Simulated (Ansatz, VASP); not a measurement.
## One calculation of BN, two programs

```
B N
1.0
     0.00000    1.76900    1.83449
     1.83449    0.00000    1.83449
     1.83449    1.76900    0.00000
B N
1 1
Direct
  0.00000 0.00000 0.00000
  0.75000 0.75000 0.75000
```

Alike in both runs: task single point; functional PBE; k mesh 12 × 12 × 12; occupations gaussian, width 0.05 eV; no spin polarisation.

|  | VASP | Ansatz |
| --- | --- | --- |
| version | VASP 6.6.1 | Ansatz 0.2.0 |
| potentials or method | VASP PAW PBE potentials, release 64 (B, N) | scalar-relativistic, plane waves, PAW |
| plane-wave cutoff (eV) | 520 | 520 |
| valence electrons in the cell | 8 | 8 |

|  | VASP | Ansatz | Ansatz less VASP |
| --- | --- | --- | --- |
| gap on the k mesh at the Fermi level (eV) | 3.83 | 3.84 | +0.011 |
| least direct gap on the mesh (eV) | 8.40 | 8.41 | +0.010 |
| pressure (GPa) | 0.2 | 0.0 | -0.21 |
| largest component of the traceless stress (GPa) | 14.05 | 14.04 | -0.008 |

A k mesh can miss the band edges.
